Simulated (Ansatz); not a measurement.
Here is an Ansatz 0.2.0 calculation.

The input input.yaml:

```yaml
crystal:
  lattice:
    - [-1.62547, 1.62547, 2.4737]
    - [1.62547, -1.62547, 2.4737]
    - [1.62547, 1.62547, -2.4737]
  atoms:
    - { symbol: In, position: [0.0, 0.0, 0.0] }
kpoints:
  mp_grid: { grid: [8, 8, 8] }
  band_path:
    path:
      - [0.0, 0.0, 0.0]
      - [0.0, 0.0, 0.5]
      - [-0.2158906645, 0.2158906645, 0.5]
      - [-0.3579453323, 0.3579453323, 0.3579453323]
      - [0.0, 0.0, 0.0]
      - [0.5, 0.5, -0.5]
      - [0.3579453323, 0.6420546677, -0.3579453323]
      - [0.0, 0.5, 0.0]
    npoints: 6
scf:
  occupations: { method: fermi_dirac, width: 0.05 }
hamiltonian:
  xc: pbesol
  pseudopotentials: { kind: all_electron, lapw: { basis_error: 0.001 } }
output:
  forces: true
  stress: true
  eigenvalues: true
```

Potentials or basis: all-electron LAPW, scalar-relativistic.

Command:

```bash
$ ansatz run input.yaml --threads 1 --pin off --max-ram 3072MiB --backend cpu --events-out ev --progress --plain --runs-dir out
```

**Question.** Predict the pressure.

**Answer.** -1.1 GPa.

**Question.** Predict the band gap along the path.

**Answer.** None (metal or under the smearing width).

Levels at the corners of the path, in eV from the Fermi level:
```tsv
point	band 8	band 9	band 10	band 11	band 12	band 13	band 14	band 15
Γ	-14.49	-14.39	-9.62	10.47	10.47	10.64	11.52	13.90
X	-14.28	-14.19	-2.02	-1.72	3.46	3.89	6.96	7.30
Y	-14.39	-14.27	-1.73	-0.32	0.07	1.26	12.92	13.02
S	-14.38	-14.30	-2.58	-1.27	-0.58	6.08	8.90	15.77
Γ	-14.49	-14.39	-9.62	10.47	10.47	10.64	11.52	13.90
Z	-14.25	-14.25	-3.00	-2.74	4.66	4.66	8.13	8.15
S1	-14.38	-14.30	-2.58	-1.27	-0.58	6.08	8.90	15.77
N	-14.30	-14.26	-4.37	-3.44	7.47	9.09	11.04	11.37
```

Caveat: the k mesh is thin for a metal, which can move the energy by tens of meV per atom; spin-orbit coupling is left out, which moves the levels of the heavy elements.
